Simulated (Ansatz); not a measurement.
**Ge: a frozen normal mode**

The task, for Ge: freeze in mode 5 at growing amplitude.

Method: DFT PBEsol, scalar-relativistic, plane waves, PAW, in Ansatz 0.2.0.

3 further runs of the same task are left out: 3 set aside as unsound or not needed. Runs told in other sessions of the task aren't counted.

## Step 1: The system as given

Symmetry: Cmmm, No. 65, orthorhombic system. Conventional cell: a = 2.765 Å, b = 5.039 Å, c = 2.643 Å, α = 90.00°, β = 90.00°, γ = 90.00°. Around Ge (site symmetry mmm) lie 8 Ge at 2.64 to 2.87 Å.

Coordinates:

```
Ge
1.0
     0.00000    0.00000   -2.64273
     2.76521    0.00000    0.00000
     0.00000   -5.03900    0.00000
Ge
2
Cartesian
  1.3826 0.0000 0.0000
  0.0000 -2.5195 0.0000
```

It goes back to an entry of the Materials Project, which need not be the stable form.

It is built from the cell relaxed beforehand with the same method (18.41 Å³/atom).

## Step 2: The reference cell

The cell is repeated 2 times, 2 atoms in all. Reference values: F = -8506.6329 eV; pressure -0.01 GPa; largest force 0.000 eV/Å; gap on the mesh none (metal). It was computed beforehand with the settings of the runs below.

## Step 3: The scan: a frozen normal mode

Mode 5 of the phonon run on this cell, counted from the lowest, is frozen in: each atom moves by x times its row below, so x is the largest displacement.

```
atom     ux     uy      uz
 Ge1  0.000  0.000   1.000
 Ge2  0.000  0.000  -1.000
```

## Step 4: Point x = -0.200 Å

input.yaml reads:

```yaml
crystal:
  lattice:
    - [0.0, 0.0, -2.6427277821]
    - [2.7652112298, 0.0, 0.0]
    - [0.0, -5.0390024825, 0.0]
  atoms:
    - { symbol: Ge, position: [0.07567938, 0.5, 0.0] }
    - { symbol: Ge, position: [-0.07567938, 0.0, 0.5] }
basis:
  ecutwfc: 420
kpoints:
  mp_grid: { grid: [22, 22, 12] }
hamiltonian:
  xc: pbesol
scf:
  occupations: { method: gaussian, width: 0.15 }
output:
  forces: true
  stress: true
  eigenvalues: true
  write_density: true
  write_potential: true
  elf: true
  volumetric_format: npy
```

Launch:

```console
$ ansatz run input.yaml --threads 2 --pin off --max-ram 5120MiB --backend cpu --events-out ev --progress --plain --runs-dir out
```

The program printed, cut to the lines that bear on the results:

```text
Warning: RAYON_NUM_THREADS=2 ignored (pool sized by the plan → 2); use --threads N
[...]
Pseudopotentials: kind: paw
Pseudopotential: Ge, paw, valence charge 14, recommended cutoff 420 eV (normal), Ge.paw.azcp
Functional definition: PBEsol
[...]
Crystal: 2 atoms, lattice volume = 36.824 Å³
Basis set: ecut = 420 eV, 725 PW (Γ), exchange–correlation on 36×40×72 points (8 copies of the dense FFT grid, shifted against one another)
Bands: 18, of which v1, the nominal top of the filled ones, is band 14 counted from 1 (13 counted from 0)
Symmetry: 8 space group operations
Space group: Pmmn (ITA 59), of the structure as read, at distance tolerance 3.3e-5 Å
k-points: 1008 of 5808
[...]
SCF iter   1: F=—  HF=-8506.600935 eV  |F-HF|=—  |Δ(HF+E_count)|=         —  Δρ=2.15e-3  dr2=9.14e-4  ethr=1.77e-3  ⟨swp⟩=4.9  Hψ=73671  notcnv=0
[...]
SCF iter   6: F=-8506.599855 eV  HF=-8506.599855 eV  |F-HF|=2.27e-10  |Δ(HF+E_count)|=   1.23e-8  Δρ=2.42e-6  dr2=1.38e-9  ethr=8.26e-11  ⟨swp⟩=4.5  Hψ=90062  notcnv=0
[...]
SCF converged after 6 iterations
Free energy (F): -8506.599855 eV
[...]
E sigma→0 (E₀):  -8506.595624 eV
Entropy (-TS):   -0.008463 eV (-4.231 meV/atom)
Fermi energy:    11.230006 eV
[...]
--- Forces (eV/Å), atoms counted from 1 ---
  atom   1  Ge     0.00000000    -0.00000000     0.16609904
  atom   2  Ge     0.00000000     0.00000000    -0.16609904
[...]
--- Stress (GPa, compression-positive) ---
        0.878211      -0.000000      -0.000000
       -0.000000      -1.287876      -0.000000
       -0.000000      -0.000000       0.818991
  P = ⅓ Tr σ = 0.1364 GPa (1.364 kbar)
--- Band table (eV; the first three rows and the last of 1008) ---
  k-point 0: bands = ["-13.5773", "-13.5711", "-13.4925", "-13.4726", "-13.4441", "-13.3662", "-13.3431", "-13.3378", "-13.3184", "-13.3125", "-2.1982", "2.4989", "5.3420", "16.2864", "18.5360", "18.9403", "20.0303", "20.1290"]
[...]
```

Run time: 32 s. Hardware: 2 threads of Arm Neoverse N1, shared host; peak memory 0.74 GiB.

Density in a lattice plane of the grid's cell (edges 2.64 and 5.04 Å, at 0.000 of the third edge), which holds Ge.

Values in e/Å³, 12 rows by 6 columns:
```
 0.24  0.22  0.14  0.09  0.10  0.16
 0.19  0.17  0.11  0.08  0.09  0.15
 0.23  0.18  0.11  0.10  0.13  0.21
 0.61  0.33  0.19  0.17  0.30  0.57
 6.55  0.94  0.32  0.31  0.83  5.75
35.47  2.01  0.41  0.36  1.65 30.28
 6.55  0.94  0.32  0.31  0.83  5.75
 0.61  0.33  0.19  0.17  0.30  0.57
 0.23  0.18  0.11  0.10  0.13  0.21
 0.19  0.17  0.11  0.08  0.09  0.15
 0.24  0.22  0.14  0.09  0.10  0.16
 0.29  0.27  0.17  0.10  0.11  0.19
```
Columns run along the first of these edges and rows up along the second, over one cell in 6 and 12 even steps from the bottom left corner. Atoms in the plane (fractional): Ge at (0.92, 0.50).

ELF in the same plane.

Ten even steps from ' ' (0.02) to '@' (0.63):
```
######++==::......--==**
******++--::......::==++
++++++==::........::==++
++++==--::......::--==++
****++==::::..::--++++**
******++==----++********
++************##****++++
::==++**##%%%%##**==--::
  ..==**%%@@@@##++::    
    ==**%%@@@@##++..    
  ..==**%%@@@@##++::    
::==++**##%%%%##**==--::
++************##****++++
******++==----++********
****++==::::..::--++++**
++++==--::......::--==++
++++++==::........::==++
******++--::......::==++
######++==::......--==**
######**==::....::--++**
```
Columns run along the first of these edges and rows up along the second, over one cell in 12 and 20 even steps from the bottom left corner. Atoms in the plane (fractional): Ge at (0.92, 0.50).

Both are smooth fields of the valence electrons: close to the nuclei they are not physical.

Maxima of ELF outside the ion cores: 0.64 on the Ge–Ge line, 1.3 Å from Ge.

## Step 5: x = 0.150 Å

input.yaml reads:

```yaml
crystal:
  lattice:
    - [0.0, 0.0, -2.6427277821]
    - [2.7652112298, 0.0, 0.0]
    - [0.0, -5.0390024825, 0.0]
  atoms:
    - { symbol: Ge, position: [-0.056759535, 0.5, 0.0] }
    - { symbol: Ge, position: [0.056759535, 0.0, 0.5] }
basis:
  ecutwfc: 420
kpoints:
  mp_grid: { grid: [22, 22, 12] }
hamiltonian:
  xc: pbesol
scf:
  occupations: { method: gaussian, width: 0.15 }
output:
  forces: true
  stress: true
  eigenvalues: true
```

Launch:

```console
$ ansatz run input.yaml --threads 2 --pin off --max-ram 5120MiB --backend cpu --events-out ev --progress --plain --runs-dir out
```

The program printed, cut to the lines that bear on the results:

```text
Warning: RAYON_NUM_THREADS=2 ignored (pool sized by the plan → 2); use --threads N
[...]
[... 3 set-up lines as earlier in the session ...]
[...]
Crystal: 2 atoms, lattice volume = 36.824 Å³
Basis set: ecut = 420 eV, 725 PW (Γ), exchange–correlation on 36×40×72 points (8 copies of the dense FFT grid, shifted against one another)
Bands: 18, of which v1, the nominal top of the filled ones, is band 14 counted from 1 (13 counted from 0)
[... 2 set-up lines as earlier in the session ...]
k-points: 1008 of 5808
[...]
SCF iter   1: F=—  HF=-8506.615381 eV  |F-HF|=—  |Δ(HF+E_count)|=         —  Δρ=2.19e-3  dr2=8.95e-4  ethr=1.77e-3  ⟨swp⟩=4.9  Hψ=73610  notcnv=0
[...]
SCF iter   6: F=-8506.614370 eV  HF=-8506.614370 eV  |F-HF|=2.36e-10  |Δ(HF+E_count)|=   1.36e-8  Δρ=2.25e-6  dr2=1.13e-9  ethr=6.57e-11  ⟨swp⟩=1.7  Hψ=57138  notcnv=0
[...]
SCF converged after 6 iterations
Free energy (F): -8506.614370 eV
[...]
E sigma→0 (E₀):  -8506.610095 eV
Entropy (-TS):   -0.008549 eV (-4.275 meV/atom)
Fermi energy:    11.216280 eV
[...]
--- Forces (eV/Å), atoms counted from 1 ---
  atom   1  Ge     0.00000000     0.00000000    -0.12415925
  atom   2  Ge     0.00000000    -0.00000000     0.12415925
[...]
--- Stress (GPa, compression-positive) ---
        1.042611      -0.000000      -0.000000
       -0.000000      -1.109510      -0.000000
       -0.000000      -0.000000       0.270964
  P = ⅓ Tr σ = 0.0680 GPa (0.680 kbar)
--- Band table (eV; the first three rows and the last of 1008) ---
  k-point 0: bands = ["-13.5857", "-13.5773", "-13.4998", "-13.4743", "-13.4538", "-13.3753", "-13.3477", "-13.3374", "-13.3253", "-13.3175", "-2.2082", "2.5021", "5.3223", "16.2723", "18.3728", "18.9834", "20.1304", "20.1776"]
[...]
```

It took 23 s on 2 threads of Arm Neoverse N1, shared host; peak memory 0.76 GiB.

## Step 6: At x = -0.100 Å

Edit input.yaml of step 5 so:

```diff
@@ -6,4 +6,4 @@
   atoms:
-    - { symbol: Ge, position: [-0.056759535, 0.5, 0.0] }
-    - { symbol: Ge, position: [0.056759535, 0.0, 0.5] }
+    - { symbol: Ge, position: [0.03783969, 0.5, 0.0] }
+    - { symbol: Ge, position: [-0.03783969, 0.0, 0.5] }
 basis:
@@ -20 +20,5 @@
   eigenvalues: true
+  write_density: true
+  write_potential: true
+  elf: true
+  volumetric_format: npy
```

Launch:

```console
$ ansatz run input.yaml --threads 2 --pin off --max-ram 5120MiB --backend cpu --events-out ev --progress --plain --runs-dir out
```

The program printed, cut to the lines that bear on the results:

```text
Warning: RAYON_NUM_THREADS=2 ignored (pool sized by the plan → 2); use --threads N
[...]
[... 3 set-up lines as earlier in the session ...]
[...]
Crystal: 2 atoms, lattice volume = 36.824 Å³
Basis set: ecut = 420 eV, 725 PW (Γ), exchange–correlation on 36×40×72 points (8 copies of the dense FFT grid, shifted against one another)
Bands: 18, of which v1, the nominal top of the filled ones, is band 14 counted from 1 (13 counted from 0)
[... 2 set-up lines as earlier in the session ...]
k-points: 1008 of 5808
[...]
SCF iter   1: F=—  HF=-8506.625712 eV  |F-HF|=—  |Δ(HF+E_count)|=         —  Δρ=2.25e-3  dr2=9.07e-4  ethr=1.77e-3  ⟨swp⟩=4.9  Hψ=73563  notcnv=0
[...]
SCF iter   6: F=-8506.624698 eV  HF=-8506.624698 eV  |F-HF|=3.40e-10  |Δ(HF+E_count)|=   1.51e-8  Δρ=2.18e-6  dr2=1.10e-9  ethr=5.61e-11  ⟨swp⟩=4.5  Hψ=89319  notcnv=0
[...]
SCF converged after 6 iterations
Free energy (F): -8506.624698 eV
[...]
E sigma→0 (E₀):  -8506.620390 eV
Entropy (-TS):   -0.008617 eV (-4.309 meV/atom)
Fermi energy:    11.205903 eV
[...]
--- Forces (eV/Å), atoms counted from 1 ---
  atom   1  Ge     0.00000000     0.00000000     0.08250468
  atom   2  Ge     0.00000000     0.00000000    -0.08250468
[...]
--- Stress (GPa, compression-positive) ---
        1.172190      -0.000000      -0.000000
       -0.000000      -0.964151      -0.000000
       -0.000000      -0.000000      -0.139446
  P = ⅓ Tr σ = 0.0229 GPa (0.229 kbar)
--- Band table (eV; the first three rows and the last of 1008) ---
  k-point 0: bands = ["-13.5922", "-13.5821", "-13.5054", "-13.4754", "-13.4612", "-13.3823", "-13.3511", "-13.3372", "-13.3305", "-13.3212", "-2.2158", "2.5046", "5.3074", "16.2615", "18.2551", "19.0161", "20.1315", "20.1706"]
[...]
```

Wall time 32 s (2 threads of Arm Neoverse N1, shared host); peak memory 0.74 GiB.

Density in a lattice plane of the grid's cell (edges 2.64 and 5.04 Å, at 0.000 of the third edge), which holds Ge.

Ten even steps from ' ' (0.08 e/Å³) to '@' (50.22 e/Å³):
```
                        
                        
                        
                        
                        
                        
                        
..                      
++::                ..==
@@--                --@@
++::                ..==
..                      
                        
                        
                        
                        
                        
                        
                        
                        
```
Columns run along the first of these edges and rows up along the second, over one cell in 12 and 20 even steps from the bottom left corner. Atoms in the plane (fractional): Ge at (0.96, 0.50).

ELF in the same plane.

Values, 12 rows by 6 columns:
```
0.45 0.40 0.22 0.10 0.16 0.33
0.38 0.32 0.16 0.08 0.14 0.29
0.43 0.37 0.20 0.13 0.24 0.38
0.39 0.40 0.40 0.35 0.42 0.40
0.08 0.31 0.49 0.58 0.44 0.18
0.05 0.18 0.49 0.64 0.41 0.04
0.08 0.31 0.49 0.58 0.44 0.18
0.39 0.40 0.40 0.35 0.42 0.40
0.43 0.37 0.20 0.13 0.24 0.38
0.38 0.32 0.16 0.08 0.14 0.29
0.45 0.40 0.22 0.10 0.16 0.33
0.49 0.44 0.26 0.12 0.17 0.37
```
Columns run along the first of these edges and rows up along the second, over one cell in 6 and 12 even steps from the bottom left corner. Atoms in the plane (fractional): Ge at (0.96, 0.50).

Both are smooth fields of the valence electrons: close to the nuclei they are not physical.

The highest ELF values outside the cores: 0.64 on the Ge–Ge line, 1.2 Å from Ge.

## Step 7: At x = 0.050 Å

input.yaml reads:

```yaml
crystal:
  lattice:
    - [0.0, 0.0, -2.6427277821]
    - [2.7652112298, 0.0, 0.0]
    - [0.0, -5.0390024825, 0.0]
  atoms:
    - { symbol: Ge, position: [-0.018919845, 0.5, 0.0] }
    - { symbol: Ge, position: [0.018919845, 0.0, 0.5] }
basis:
  ecutwfc: 420
kpoints:
  mp_grid: { grid: [22, 22, 12] }
hamiltonian:
  xc: pbesol
scf:
  occupations: { method: gaussian, width: 0.15 }
output:
  forces: true
  stress: true
  eigenvalues: true
```

Launch:

```console
$ ansatz run input.yaml --threads 2 --pin off --max-ram 5120MiB --backend cpu --events-out ev --progress --plain --runs-dir out
```

The program printed, cut to the lines that bear on the results:

```text
[...]
SCF converged after 6 iterations
Free energy (F): -8506.630884 eV
[...]
E sigma→0 (E₀):  -8506.626581 eV
Entropy (-TS):   -0.008608 eV (-4.304 meV/atom)
Fermi energy:    11.199561 eV
[...]
--- Forces (eV/Å), atoms counted from 1 ---
  atom   1  Ge     0.00000000     0.00000000    -0.04124591
  atom   2  Ge     0.00000000     0.00000000     0.04124591
[...]
--- Stress (GPa, compression-positive) ---
        1.255680      -0.000000      -0.000000
       -0.000000      -0.869763      -0.000000
       -0.000000      -0.000000      -0.392363
  P = ⅓ Tr σ = -0.0021 GPa (-0.021 kbar)
--- Band table (eV; the first three rows and the last of 1008) ---
  k-point 0: bands = ["-13.5963", "-13.5852", "-13.5088", "-13.4760", "-13.4658", "-13.3866", "-13.3533", "-13.3369", "-13.3337", "-13.3235", "-2.2206", "2.5061", "5.2981", "16.2548", "18.1841", "19.0365", "20.1322", "20.1663"]
[...]
```

Run time: 23 s. Hardware: 2 threads of Arm Neoverse N1, shared host; peak memory 0.76 GiB.

## Step 8: At x = 0.175 Å

Edit input.yaml of step 7 so:

```diff
@@ -6,4 +6,4 @@
   atoms:
-    - { symbol: Ge, position: [-0.018919845, 0.5, 0.0] }
-    - { symbol: Ge, position: [0.018919845, 0.0, 0.5] }
+    - { symbol: Ge, position: [-0.0662194575, 0.5, 0.0] }
+    - { symbol: Ge, position: [0.0662194575, 0.0, 0.5] }
 basis:
```

Launch:

```console
$ ansatz run input.yaml --threads 2 --pin off --max-ram 5120MiB --backend cpu --events-out ev --progress --plain --runs-dir out
```

The program printed, cut to the lines that bear on the results:

```text
[...]
SCF converged after 6 iterations
Free energy (F): -8506.607637 eV
[...]
E sigma→0 (E₀):  -8506.603386 eV
Entropy (-TS):   -0.008502 eV (-4.251 meV/atom)
Fermi energy:    11.222794 eV
[...]
--- Forces (eV/Å), atoms counted from 1 ---
  atom   1  Ge     0.00000000     0.00000000    -0.14514828
  atom   2  Ge     0.00000000    -0.00000000     0.14514828
[...]
--- Stress (GPa, compression-positive) ---
        0.964247      -0.000000      -0.000000
       -0.000000      -1.196014      -0.000000
       -0.000000      -0.000000       0.529293
  P = ⅓ Tr σ = 0.0992 GPa (0.992 kbar)
--- Band table (eV; the first three rows and the last of 1008) ---
  k-point 0: bands = ["-13.5817", "-13.5743", "-13.4964", "-13.4735", "-13.4492", "-13.3710", "-13.3455", "-13.3376", "-13.3220", "-13.3151", "-2.2035", "2.5006", "5.3316", "16.2790", "18.4488", "18.9630", "20.1297", "20.1821"]
[...]
```

Run time: 24 s. Hardware: 2 threads of Arm Neoverse N1, shared host; peak memory 0.76 GiB.

## Step 9: Point x = 0.125 Å

Edit input.yaml of step 8 so:

```diff
@@ -6,4 +6,4 @@
   atoms:
-    - { symbol: Ge, position: [-0.0662194575, 0.5, 0.0] }
-    - { symbol: Ge, position: [0.0662194575, 0.0, 0.5] }
+    - { symbol: Ge, position: [-0.0472996125, 0.5, 0.0] }
+    - { symbol: Ge, position: [0.0472996125, 0.0, 0.5] }
 basis:
```

Launch:

```console
$ ansatz run input.yaml --threads 2 --pin off --max-ram 5120MiB --backend cpu --events-out ev --progress --plain --runs-dir out
```

The program printed, cut to the lines that bear on the results:

```text
Warning: RAYON_NUM_THREADS=2 ignored (pool sized by the plan → 2); use --threads N
[...]
[... 3 set-up lines as earlier in the session ...]
[...]
Crystal: 2 atoms, lattice volume = 36.824 Å³
Basis set: ecut = 420 eV, 725 PW (Γ), exchange–correlation on 36×40×72 points (8 copies of the dense FFT grid, shifted against one another)
Bands: 18, of which v1, the nominal top of the filled ones, is band 14 counted from 1 (13 counted from 0)
[... 2 set-up lines as earlier in the session ...]
k-points: 1008 of 5808
[...]
SCF iter   1: F=—  HF=-8506.621060 eV  |F-HF|=—  |Δ(HF+E_count)|=         —  Δρ=2.22e-3  dr2=8.98e-4  ethr=1.77e-3  ⟨swp⟩=4.9  Hψ=73579  notcnv=0
[...]
SCF iter   6: F=-8506.620055 eV  HF=-8506.620055 eV  |F-HF|=2.76e-10  |Δ(HF+E_count)|=   1.47e-8  Δρ=2.21e-6  dr2=1.09e-9  ethr=5.84e-11  ⟨swp⟩=1.7  Hψ=57125  notcnv=0
[...]
SCF converged after 6 iterations
Free energy (F): -8506.620055 eV
[...]
E sigma→0 (E₀):  -8506.615759 eV
Entropy (-TS):   -0.008592 eV (-4.296 meV/atom)
Fermi energy:    11.210613 eV
[...]
--- Forces (eV/Å), atoms counted from 1 ---
  atom   1  Ge     0.00000000     0.00000000    -0.10326296
  atom   2  Ge     0.00000000     0.00000000     0.10326296
[...]
--- Stress (GPa, compression-positive) ---
        1.112399      -0.000000      -0.000000
       -0.000000      -1.031413      -0.000000
       -0.000000      -0.000000       0.047126
  P = ⅓ Tr σ = 0.0427 GPa (0.427 kbar)
--- Band table (eV; the first three rows and the last of 1008) ---
  k-point 0: bands = ["-13.5893", "-13.5799", "-13.5028", "-13.4749", "-13.4578", "-13.3791", "-13.3496", "-13.3373", "-13.3281", "-13.3195", "-2.2124", "2.5035", "5.3142", "16.2664", "18.3082", "19.0012", "20.1310", "20.1738"]
[...]
```

It took 24 s on 2 threads of Arm Neoverse N1, shared host; peak memory 0.76 GiB.

## Step 10: x = 0.075 Å

Edit input.yaml of step 9 so:

```diff
@@ -6,4 +6,4 @@
   atoms:
-    - { symbol: Ge, position: [-0.0472996125, 0.5, 0.0] }
-    - { symbol: Ge, position: [0.0472996125, 0.0, 0.5] }
+    - { symbol: Ge, position: [-0.0283797675, 0.5, 0.0] }
+    - { symbol: Ge, position: [0.0283797675, 0.0, 0.5] }
 basis:
```

Launch:

```console
$ ansatz run input.yaml --threads 2 --pin off --max-ram 5120MiB --backend cpu --events-out ev --progress --plain --runs-dir out
```

The program printed, cut to the lines that bear on the results:

```text
[...]
SCF converged after 6 iterations
Free energy (F): -8506.628307 eV
[...]
E sigma→0 (E₀):  -8506.623997 eV
Entropy (-TS):   -0.008621 eV (-4.310 meV/atom)
Fermi energy:    11.202210 eV
[...]
--- Forces (eV/Å), atoms counted from 1 ---
  atom   1  Ge     0.00000000     0.00000000    -0.06185259
  atom   2  Ge     0.00000000    -0.00000000     0.06185259
[...]
--- Stress (GPa, compression-positive) ---
        1.220401      -0.000000      -0.000000
       -0.000000      -0.909734      -0.000000
       -0.000000      -0.000000      -0.286494
  P = ⅓ Tr σ = 0.0081 GPa (0.081 kbar)
--- Band table (eV; the first three rows and the last of 1008) ---
  k-point 0: bands = ["-13.5946", "-13.5839", "-13.5074", "-13.4758", "-13.4639", "-13.3848", "-13.3524", "-13.3370", "-13.3324", "-13.3225", "-2.2186", "2.5054", "5.3020", "16.2577", "18.2137", "19.0279", "20.1319", "20.1681"]
[...]
```

It took 24 s on 2 threads of Arm Neoverse N1, shared host; peak memory 0.76 GiB.

## Step 11: At x = 0.025 Å

Edit input.yaml of step 10 so:

```diff
@@ -6,4 +6,4 @@
   atoms:
-    - { symbol: Ge, position: [-0.0283797675, 0.5, 0.0] }
-    - { symbol: Ge, position: [0.0283797675, 0.0, 0.5] }
+    - { symbol: Ge, position: [-0.0094599225, 0.5, 0.0] }
+    - { symbol: Ge, position: [0.0094599225, 0.0, 0.5] }
 basis:
```

Launch:

```console
$ ansatz run input.yaml --threads 2 --pin off --max-ram 5120MiB --backend cpu --events-out ev --progress --plain --runs-dir out
```

The program printed, cut to the lines that bear on the results:

```text
Warning: RAYON_NUM_THREADS=2 ignored (pool sized by the plan → 2); use --threads N
[...]
[... 3 set-up lines as earlier in the session ...]
[...]
Crystal: 2 atoms, lattice volume = 36.824 Å³
Basis set: ecut = 420 eV, 725 PW (Γ), exchange–correlation on 36×40×72 points (8 copies of the dense FFT grid, shifted against one another)
Bands: 18, of which v1, the nominal top of the filled ones, is band 14 counted from 1 (13 counted from 0)
[... 2 set-up lines as earlier in the session ...]
k-points: 1008 of 5808
[...]
SCF iter   1: F=—  HF=-8506.633415 eV  |F-HF|=—  |Δ(HF+E_count)|=         —  Δρ=2.31e-3  dr2=9.38e-4  ethr=1.77e-3  ⟨swp⟩=4.9  Hψ=73488  notcnv=0
[...]
SCF iter   6: F=-8506.632432 eV  HF=-8506.632432 eV  |F-HF|=6.64e-10  |Δ(HF+E_count)|=   1.49e-8  Δρ=2.24e-6  dr2=1.36e-9  ethr=6.50e-11  ⟨swp⟩=1.6  Hψ=57300  notcnv=0
[...]
SCF converged after 6 iterations
Free energy (F): -8506.632432 eV
[...]
E sigma→0 (E₀):  -8506.628136 eV
Entropy (-TS):   -0.008591 eV (-4.295 meV/atom)
Fermi energy:    11.197969 eV
[...]
--- Forces (eV/Å), atoms counted from 1 ---
  atom   1  Ge     0.00000000     0.00000000    -0.02063260
  atom   2  Ge     0.00000000     0.00000000     0.02063260
[...]
--- Stress (GPa, compression-positive) ---
        1.277140      -0.000000      -0.000000
       -0.000000      -0.845357      -0.000000
       -0.000000      -0.000000      -0.456134
  P = ⅓ Tr σ = -0.0081 GPa (-0.081 kbar)
--- Band table (eV; the first three rows and the last of 1008) ---
  k-point 0: bands = ["-13.5974", "-13.5859", "-13.5097", "-13.4762", "-13.4670", "-13.3877", "-13.3538", "-13.3369", "-13.3346", "-13.3241", "-2.2218", "2.5064", "5.2957", "16.2531", "18.1662", "19.0417", "20.1323", "20.1653"]
[...]
```

Run time: 24 s. Hardware: 2 threads of Arm Neoverse N1, shared host; peak memory 0.76 GiB.

## Step 12: Results of the scan

Collected from the runs (energy zero: the undisturbed cell):

| x (Å) | ΔE (meV/cell) | force along the mode (eV/Å) | pressure (GPa) |
| --- | --- | --- | --- |
| -0.200 | 33.1 | 0.332 | 0.1 |
| -0.100 | 8.2 | 0.165 | 0.0 |
| 0.000 | 0.0 | 0.000 | 0.0 |
| 0.025 | 0.5 | -0.041 | 0.0 |
| 0.050 | 2.1 | -0.082 | 0.0 |
| 0.075 | 4.6 | -0.124 | 0.0 |
| 0.125 | 12.9 | -0.207 | 0.0 |
| 0.150 | 18.6 | -0.248 | 0.1 |
| 0.175 | 25.3 | -0.290 | 0.1 |

Not run, since symmetry makes them alike: 0.200 repeats -0.200, -0.150 repeats 0.150, 0.100 repeats -0.100, -0.050 repeats 0.050. Energy, pressure and gap are the same there.

## Step 13: Results

| quantity | value |
| --- | --- |
| harmonic wavenumber of the mode | 56 cm⁻¹ |
| the same from the force at an amplitude of 0.025 Å | 56 cm⁻¹ |

**Reading.** The force at the smallest amplitude gives 56 cm⁻¹ against 56 cm⁻¹ from the phonon run, so the curve is close to a parabola there. No sampled point lies below the undisturbed cell.
